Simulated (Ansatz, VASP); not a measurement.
# BN: VASP beside Ansatz

File POSCAR:

```
BN
1.0
    2.5539396017      0.0000000000      0.0000000000
   -1.2769698009      2.2117765748      0.0000000000
    0.0000000000      0.0000000000      4.2268550000
B N
2 2
Direct
    0.6666666667      0.3333333333      0.9997240000
    0.3333333333      0.6666666667      0.4997240000
    0.6666666667      0.3333333333      0.6075323111
    0.3333333333      0.6666666667      0.1075323111
```

INCAR.step1

```
SYSTEM = BN
  PREC = Accurate
  ENCUT = 520
  ISMEAR = 0
  SIGMA = 0.05
  LREAL = .False.
  LASPH = .True.
  NELM = 80
  NBANDS = 16
  GGA = PE
  ALGO = Normal
  EDIFF = 1E-4
  LWAVE = .True.
  LCHARG = .False.
```

File INCAR.step2:

```
SYSTEM = BN
  PREC = Accurate
  ENCUT = 520
  EDIFF = 1E-7
  ISMEAR = 0
  SIGMA = 0.05
  LREAL = .False.
  LASPH = .True.
  NELM = 80
  ALGO = Normal
  ISIF = 2
  LWAVE = .False.
  LCHARG = .False.
  METAGGA = R2SCAN
  LMIXTAU = .True.
  NBANDS = 16
  ISTART = 1
```

The input KPOINTS:

```
regular mesh
0
Gamma
  12 12 6
  0 0 0
```

Input for Ansatz:

```yaml
crystal:
  lattice:
    - [2.5539396017, 0.0, 0.0]
    - [-1.2769698009, 2.2117765748, 0.0]
    - [0.0, 0.0, 4.226855]
  atoms:
    - { symbol: B, position: [0.6666666667, 0.3333333333, 0.999724] }
    - { symbol: B, position: [0.3333333333, 0.6666666667, 0.499724] }
    - { symbol: "N", position: [0.6666666667, 0.3333333333, 0.6075323111] }
    - { symbol: "N", position: [0.3333333333, 0.6666666667, 0.1075323111] }
basis:
  ecutwfc: 500
kpoints:
  mp_grid: { grid: [12, 12, 6] }
hamiltonian:
  xc: r2scan
scf:
  occupations: { method: gaussian, width: 0.05 }
output:
  forces: true
  stress: true
  eigenvalues: true
```

Change from the starting cell: all N atoms moved -0.075 Å, as atom 3 along Cartesian [0 0 1].

Alike in both runs: task single point; functional r2SCAN; k mesh 12 × 12 × 6; occupations gaussian, width 0.05 eV; no spin polarisation.

|  | VASP | Ansatz |
| --- | --- | --- |
| version | VASP 6.6.1 | Ansatz 0.2.0 |
| potentials or method | VASP PAW PBE potentials, release 64 (B, N) | scalar-relativistic, plane waves, PAW |
| plane-wave cutoff (eV) | 520 | 500 |
| valence electrons in the cell | 16 | 16 |

```csv
,VASP,Ansatz,Ansatz less VASP
gap on the k mesh at the Fermi level (eV),6.09,6.12,+0.032
least direct gap on the mesh (eV),8.21,8.21,+0.006
pressure (GPa),-1.5,-2.6,-1.05
largest component of the traceless stress (GPa),2.16,2.49,+0.333
rms of the force components (eV/Å),0.811,0.807,-0.0040
```

Atom by atom the forces differ by 0.004 eV/Å (rms over components).

Caveats: the PAW data sets were made with another functional, which shifts forces and pressure a little (VASP). A k mesh can miss the band edges.
